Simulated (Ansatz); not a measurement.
# PbSe (Clausthalite) (Fm-3m) in Ansatz: settings compared

The runs below take PbSe (Clausthalite) through band structure, with RPBE, LDA.

Everything below comes from runs of Ansatz 0.2.0. Logs are shortened: lines on timing, memory, paths and dates and some standing lists are left out, and cuts for length are marked.

**What was measured.**

A printed reference work, monograph reports, for a bulk crystal of PbSe at 300 K: band gap 0.28 eV (direct).

The runs below are set against these values where they give the same quantity.

## 1. The structure

The structure is cubic, space group Fm-3m (No. 225). The conventional cell has a = 6.121 Å, b = 6.121 Å, c = 6.121 Å, α = 90.00°, β = 90.00°, γ = 90.00°. Pb (site symmetry m-3m) has 6 Se at 3.06 Å as nearest neighbours. Around Se (site symmetry m-3m) lie 6 Pb at 3.06 Å.

## 2. Band structure, RPBE

input.yaml

```yaml
crystal:
  lattice:
    - [0.0, 3.06065, 3.06065]
    - [3.06065, 0.0, 3.06065]
    - [3.06065, 3.06065, 0.0]
  atoms:
    - { symbol: Pb, position: [0.0, 0.0, 0.0] }
    - { symbol: Se, position: [0.5, 0.5, 0.5] }
kpoints:
  mp_grid: { grid: [8, 8, 8] }
  band_path:
    path:
      - [0.0, 0.0, 0.0]
      - [0.5, 0.0, 0.5]
      - [0.5, 0.25, 0.75]
      - [0.375, 0.375, 0.75]
      - [0.0, 0.0, 0.0]
      - [0.5, 0.5, 0.5]
      - [0.625, 0.25, 0.625]
      - [0.5, 0.25, 0.75]
    npoints: 10
scf:
  occupations: { method: fermi_dirac, width: 0.05 }
hamiltonian:
  xc: rpbe
  pseudopotentials: { kind: all_electron, lapw: { basis_error: 0.001 } }
output:
  forces: true
  stress: true
  eigenvalues: true
```

Potentials or basis: all-electron LAPW, scalar-relativistic.

The run is started by

```console
> ansatz run input.yaml --threads 1 --pin off --max-ram 3072MiB --backend cpu --events-out ev --progress --plain --runs-dir out
```

The log of the run:

```text
Warning: RAYON_NUM_THREADS=1 ignored (pool sized by the plan → 1); use --threads N
LAPW: plane waves up to 7.014 Å⁻¹, error target 1.0e-3 eV per atom; small_component_spin mean_spin; Se in spheres of 1.439 Å, 24 of its electrons in bands, Dirac shells []; Pb in spheres of 1.621 Å, 36 of its electrons in bands, Dirac shells [] (how accurate: hamiltonian.pseudopotentials.lapw.basis_error, Limitations)
Engine: ansatz 0.2.0, x86_64-unknown-linux-gnu
Pseudopotentials: kind: all_electron
Pseudopotential: Pb, LAPW, valence charge 36, lapw/all_electron/scalar/gaussian/Pb, Koelling and Harmon's equation, gaussian nucleus
Pseudopotential: Se, LAPW, valence charge 24, lapw/all_electron/scalar/gaussian/Se, Koelling and Harmon's equation, gaussian nucleus
Functional definition: RPBE
  parameter kappa = 0.804
  parameter beta = 0.06672455060314922
  exchange = rpbe_x(kappa = kappa, mu = beta*pi^2/3)
  correlation = pbe_c(beta = beta)
Crystal: 2 atoms, lattice volume = 57.342 Å³
Basis set: ecut = 187.42328160248246 eV, 331 PW (Γ), exchange–correlation at level 2
Bands: 36, of which v1, the nominal top of the filled ones, is band 30 counted from 1 (29 counted from 0)
Symmetry: 48 space group operations
Space group: Fm-3m (ITA 225), of the structure as read, at distance tolerance 3.9e-5 Å
k-points: 29 of 512
Non-local potential: Pb, projectors of the file, none
Non-local potential: Se, projectors of the file, none
Initial density: superposition of atomic densities (chi_scale 0.1, normalization cell, long waves kept (reshape's long-wave potential 0.00 eV rms))
Initial wavefunctions: plane waves of lowest kinetic energy (no species holds an atomic orbital)
Functional: x = rpbe, c = pbe(β = 0.06672455060314922)
iter 1 solved again at ethr=1.50e-3 eV; its pass at ethr=1.00e-1 eV (dr2=9.01e-1 eV) is discarded
SCF iter   1: F=—  HF=-634214.945398 eV  |F-HF|=—  |Δ(HF+E_count)|=         —  Δρ=2.56e-2  dr2=9.01e-1  ethr=1.50e-3  ⟨swp⟩=2.0  Hψ=6418  notcnv=0
preconditioner: auto → none  [insulator: Δε(μ)=0.649 eV  Ē_g=16.930 eV  σ=0.050 eV  W_gap=1.00  n_scr=14 (ndim 8)  ℏωp=21.9 eV  f_vac=0.122  D(μ)=0.00/eV (n_scr^D=0)  ε∞_Penn≈2.7]
iter 2 solved again at ethr=2.53e-5 eV; its pass at ethr=1.50e-3 eV (dr2=1.52e-2 eV) is discarded
SCF iter   2: F=—  HF=-634214.678343 eV  |F-HF|=—  |Δ(HF+E_count)|=   2.67e-1  Δρ=5.18e-3  dr2=1.52e-2  ethr=2.53e-5  ⟨swp⟩=2.0  Hψ=5434  notcnv=0
SCF iter   3: F=—  HF=-634214.650383 eV  |F-HF|=—  |Δ(HF+E_count)|=   2.80e-2  Δρ=3.44e-3  dr2=1.21e-2  ethr=2.53e-5  ⟨swp⟩=3.0  Hψ=3335  notcnv=0
SCF iter   4: F=—  HF=-634214.654530 eV  |F-HF|=—  |Δ(HF+E_count)|=   4.15e-3  Δρ=1.04e-3  dr2=9.39e-4  ethr=2.02e-5  ⟨swp⟩=2.0  Hψ=3161  notcnv=0
SCF iter   5: F=—  HF=-634214.655212 eV  |F-HF|=—  |Δ(HF+E_count)|=   6.82e-4  Δρ=1.57e-4  dr2=1.84e-5  ethr=1.56e-6  ⟨swp⟩=2.9  Hψ=3187  notcnv=0
SCF iter   6: F=—  HF=-634214.655255 eV  |F-HF|=—  |Δ(HF+E_count)|=   4.30e-5  Δρ=2.88e-5  dr2=7.63e-7  ethr=3.06e-8  ⟨swp⟩=3.0  Hψ=3251  notcnv=0
SCF iter   7: F=-634214.655256 eV  HF=-634214.655256 eV  |F-HF|=6.15e-8  |Δ(HF+E_count)|=   6.32e-7  Δρ=7.96e-6  dr2=4.82e-8  ethr=1.27e-9  ⟨swp⟩=3.0  Hψ=3250  notcnv=0
SCF 1 converged in 7 iterations: F = -634214.655256 eV  dr2 = 4.82e-8
NSCF: frozen V_eff on 71 k-points
SCF converged after 7 iterations
Free energy (F): -634214.655256 eV
Harris-Foulkes:  -634214.655256 eV  (|F-HF|=6.15e-8)
Internal energy: -634214.655077 eV  (E = F + TS)
E sigma→0 (E₀):  -634214.655167 eV
Entropy (-TS):   -0.000179 eV (-0.089 meV/atom)
Fermi energy:    12.076997 eV
--- Per-component energies (eV) ---
  E_band       = -3847.909765
  E_kinetic    = 722705.937128
  E_xc         = -12998.251245
  E_electrostatic = -1343922.340961  (all electrons and nuclei)
  E_smearing   = -0.000179  (= −TS)
  E_closure    = 0.000000  (closes the sum)
  E_atoms      = -634207.211219  (free atoms, spherical and without spin; not in F)
  Σ components = -634214.655256   (vs F -634214.655256, Δ=0.00e0)
  Basis errors (estimates in eV, not in F): energy 4.1e-4 per atom: plane waves 3.6e-4 (2.0e-4 summed), levels above the bands 4.2e-73, relativity 5.0e-8, radial functions 4.1e-5, core shells 1.4e-8; eigenvalues (radial functions only) 3.9e-6; not estimated: angular momenta, meshes, grids; target (lapw.basis_error) 1.0e-3; muffin-tin radii Se 1.439 Å, Pb 1.621 Å
--- Forces (eV/Å), atoms counted from 1 ---
  atom   1  Pb    -0.00000000    -0.00000000    -0.00000000
  atom   2  Se     0.00000000    -0.00000000    -0.00000000
  max |Σ_I F_I| component: 3.29e-31 eV/Å
--- Stress (GPa, compression-positive) ---
        4.229470      -0.000000       0.000000
       -0.000000       4.229470       0.000000
        0.000000       0.000000       4.229470
  P = ⅓ Tr σ = 4.2295 GPa (42.295 kbar)
--- Band table (eV; the first three rows and the last of 29) ---
  k-point 0: bands = ["-195.8001", "-135.1690", "-135.1690", "-135.1690", "-127.6377", "-116.6560", "-116.6535", "-116.6535", "-116.6535", "-116.6515", "-116.6515", "-116.6515", "-69.5143", "-69.5143", "-69.5143", "-35.3100", "-35.3100", "-35.3079", "-35.3079", "-35.3079", "-5.0358", "-5.0358", "-5.0358", "-5.0283", "-5.0283", "-1.6892", "5.6348", "9.9911", "9.9911", "9.9911", "16.6442", "16.6442", "16.6442", "18.4410", "18.4410", "18.4410"]
  k-point 1: bands = ["-195.8001", "-135.1690", "-135.1690", "-135.1690", "-127.6377", "-116.6560", "-116.6535", "-116.6535", "-116.6535", "-116.6515", "-116.6515", "-116.6515", "-69.5143", "-69.5143", "-69.5143", "-35.3100", "-35.3100", "-35.3079", "-35.3079", "-35.3079", "-5.0352", "-5.0347", "-5.0347", "-5.0281", "-5.0281", "-1.5710", "5.2339", "10.0320", "10.0320", "10.2760", "15.5921", "15.9627", "15.9627", "18.2987", "18.7836", "18.7836"]
  k-point 2: bands = ["-195.8001", "-135.1690", "-135.1690", "-135.1690", "-127.6377", "-116.6560", "-116.6535", "-116.6535", "-116.6535", "-116.6515", "-116.6515", "-116.6515", "-69.5143", "-69.5143", "-69.5143", "-35.3099", "-35.3099", "-35.3079", "-35.3079", "-35.3079", "-5.0420", "-5.0420", "-5.0339", "-5.0181", "-5.0181", "-1.2468", "4.3540", "10.1512", "10.1512", "10.8471", "14.1109", "14.8362", "14.8362", "18.5102", "19.6461", "19.6461"]
  k-point 28: bands = ["-195.8001", "-135.1690", "-135.1690", "-135.1690", "-127.6377", "-116.6560", "-116.6535", "-116.6535", "-116.6535", "-116.6515", "-116.6515", "-116.6515", "-69.5143", "-69.5143", "-69.5143", "-35.3100", "-35.3099", "-35.3079", "-35.3079", "-35.3078", "-5.1174", "-5.0288", "-5.0235", "-5.0235", "-4.9920", "-0.2298", "3.9029", "7.6688", "7.6688", "11.0769", "13.8271", "16.8899", "16.8899", "19.6695", "19.6695", "23.7252"]
```

It took 11 s on 1 thread of Intel Xeon Platinum 8488C (Sapphire Rapids), shared host; peak memory 0.35 GiB.

Results:

```yaml
Free_energy: -634214.6553 eV
Pressure: 4.2 GPa
Band_gap_on_the_k_mesh: 0.37 eV, direct
Band_gap_along_the_path: 0.37 eV, direct
```

Levels at the corners of the path, in eV from the valence-band top:
| point | band 28 | band 29 | band 30 | band 31 | band 32 | band 33 |
| --- | --- | --- | --- | --- | --- | --- |
| Γ | -1.90 | -1.90 | -1.90 | 4.75 | 4.75 | 4.75 |
| X | -4.97 | -3.24 | -3.24 | 3.77 | 5.65 | 5.65 |
| W | -4.22 | -4.22 | -0.82 | 1.93 | 5.00 | 5.00 |
| K | -4.57 | -2.74 | -2.39 | 3.43 | 4.04 | 5.49 |
| Γ | -1.90 | -1.90 | -1.90 | 4.75 | 4.75 | 4.75 |
| L | -1.50 | -1.50 | 0.00 | 0.37 | 1.73 | 1.73 |
| U | -4.57 | -2.74 | -2.39 | 3.43 | 4.04 | 5.49 |
| W | -4.22 | -4.22 | -0.82 | 1.93 | 5.00 | 5.00 |

Caveat: spin-orbit coupling is left out, which as a rule narrows the gap of such compounds by several tenths of an eV.

## 3. Band structure, LDA, spin-orbit coupling, no magnetisation

Changes to input.yaml since step 2:

```diff
@@ -9,3 +9,3 @@
 kpoints:
-  mp_grid: { grid: [8, 8, 8] }
+  mp_grid: { grid: [6, 6, 6] }
   band_path:
@@ -20,3 +20,3 @@
       - [0.5, 0.25, 0.75]
-    npoints: 10
+    npoints: 8
 scf:
@@ -24,4 +24,7 @@
 hamiltonian:
-  xc: rpbe
+  xc: lda
   pseudopotentials: { kind: all_electron, lapw: { basis_error: 0.001 } }
+magnetization:
+  noncollinear: true
+  spin_orbit: true
 output:
```

Potentials or basis: all-electron LAPW, relativistic spinors.

The run is started by

```console
> ansatz run input.yaml --threads 1 --pin off --max-ram 3072MiB --backend cpu --events-out ev --progress --plain --runs-dir out
```

It took 61 s on 1 thread of Intel Xeon Platinum 8488C (Sapphire Rapids), shared host; peak memory 0.48 GiB.

The run converged. Its results:

| Quantity | Value |
| --- | --- |
| Free energy | -635077.3004 eV |
| Pressure | -2.7 GPa |
| Band gap on the k mesh | 0.30 eV, direct |
| Band gap along the path | 0.30 eV, direct |

Levels at the corners of the path, in eV from the valence-band top:
| point | band 56 | band 57 | band 58 | band 59 | band 60 | band 61 | band 62 | band 63 | band 64 | band 65 |
| --- | --- | --- | --- | --- | --- | --- | --- | --- | --- | --- |
| Γ | -2.09 | -1.40 | -1.40 | -1.40 | -1.40 | 3.26 | 3.26 | 5.63 | 5.63 | 5.63 |
| X | -4.77 | -3.24 | -3.24 | -2.74 | -2.74 | 3.98 | 3.98 | 4.76 | 4.76 | 6.36 |
| W | -4.13 | -3.89 | -3.89 | -0.51 | -0.51 | 1.88 | 1.88 | 5.08 | 5.08 | 5.24 |
| K | -4.36 | -2.59 | -2.59 | -2.04 | -2.04 | 3.21 | 3.21 | 4.34 | 4.34 | 5.61 |
| Γ | -2.09 | -1.40 | -1.40 | -1.40 | -1.40 | 3.26 | 3.26 | 5.63 | 5.63 | 5.63 |
| L | -1.31 | -1.07 | -1.07 | 0.00 | 0.00 | 0.30 | 0.30 | 1.60 | 1.60 | 2.49 |
| U | -4.36 | -2.59 | -2.59 | -2.04 | -2.04 | 3.21 | 3.21 | 4.34 | 4.34 | 5.61 |
| W | -4.13 | -3.89 | -3.89 | -0.51 | -0.51 | 1.88 | 1.88 | 5.08 | 5.08 | 5.24 |

## 4. How close it comes

Step 2. A measured gap of PbSe is 0.28 eV (direct; 300 K; a printed reference work, monograph); the calculated 0.37 eV misses it by +0.09 eV. 2 values of this kind are on record (0.15 to 0.28 eV); this one was drawn at random. Spin-orbit coupling on Pb, Se is left out. The value is that of RPBE, without temperature or zero-point motion.

Step 3. Against the measured gap of PbSe, 0.28 eV (direct; 300 K; a printed reference work, monograph), the calculated 0.30 eV is off by +0.02 eV. 2 values of this kind are on record (0.15 to 0.28 eV); this one was drawn at random. The value is that of LDA, without temperature or zero-point motion.
